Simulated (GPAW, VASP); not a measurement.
Given: the input of a run of VASP 6.6.1 on TaN. 

File INCAR:

```
SYSTEM = TaN
PREC = Accurate
ENCUT = 520
EDIFF = 1E-6
ISMEAR = 0
SIGMA = 0.05
LREAL = .FALSE.
LASPH = .TRUE.
NELM = 60
ALGO = Normal
ISIF = 2
LWAVE = .FALSE.
LCHARG = .FALSE.
ISPIN = 2
MAGMOM = -0.17 0
LORBIT = 11
LMAXMIX = 4
GGA = PE
```

Contents of KPOINTS:

```
regular mesh
0
G
  7 7 7
  0 0 0
```

Contents of POSCAR:

```
TaN
1.0
    0.0000000000      2.1790013100      2.1790013100
    2.1790013100      0.0000000000      2.1790013100
    2.1790013100      2.1790013100      0.0000000000
Ta N
1 1
Direct
    0.5000000000      0.5000000000      0.5000000000
    0.0000000000      0.0000000000      0.0000000000
```

Potentials or basis: VASP PAW PBE potentials, release 64 (Ta_pv, N).

The run is started by

```sh
$ cat potpaw_PBE.64/Ta_pv/POTCAR potpaw_PBE.64/N/POTCAR > POTCAR
$ mpirun -np 1 vasp_std > vasp.out
```

**Question.** Set up the same calculation for GPAW 26.7.0 (ASE script). Potentials or basis there: GPAW PAW data sets (gpaw-data 1.2.1), cutoff 800 eV.

**Answer.** As run (cutoffs and basis follow the program's own potentials, and thresholds, step limits or extra output files can differ):

File run.py:

```python
from ase.dft.bandgap import bandgap
from ase.io import read, write
from ase.units import GPa
from gpaw import GPAW, PW

atoms = read('POSCAR')
atoms.set_initial_magnetic_moments([-0.17, 0.0])

calc = GPAW(mode=PW(800),
            xc='PBE',
            kpts={'size': (7, 7, 7), 'gamma': True},
            occupations={'name': 'methfessel-paxton', 'order': 0, 'width': 0.05},
            nbands=19,
            convergence={'density': 1e-05, 'energy': 1e-05},
            maxiter=150,
            txt='gpaw.txt')
atoms.calc = calc
energy = atoms.get_potential_energy()
forces = atoms.get_forces()
stress = atoms.get_stress()
calc.write('gs.gpw')
write('result.traj', atoms)
print(f'Energy: {energy:.6f} eV')
print('Forces (eV/A):')
print(forces.round(4))
print('Stress (GPa):', (stress / GPa).round(3))
print('Moments:', calc.get_magnetic_moments().round(3))
print('Fermi level:', round(calc.get_fermi_level(), 4), 'eV')
print(f'Gap: {bandgap(calc)[0]:.4f} eV, direct: {bandgap(calc, direct=True)[0]:.4f} eV')
```

File POSCAR:

```
TaN
1.0
    0.0000000000      2.1790013100      2.1790013100
    2.1790013100      0.0000000000      2.1790013100
    2.1790013100      2.1790013100      0.0000000000
Ta N
1 1
Direct
    0.5000000000      0.5000000000      0.5000000000
    0.0000000000      0.0000000000      0.0000000000
```

Potentials or basis: GPAW PAW data sets (gpaw-data 1.2.1), pw.

Command:

```sh
$ OMP_NUM_THREADS=1 python run.py
```

Both were run:

|  | VASP | GPAW |
| --- | --- | --- |
| Pressure | 15.3 GPa | 14.3 GPa |
| Net moment | 0.00 μB per cell | 0.00 μB per cell |

The potentials hold 16 and 18 valence electrons a cell.

The magnetic state is the one that the start led to; the real crystal's order can differ.

The cell lies far from this level's equilibrium.

Pressure is positive in compression.
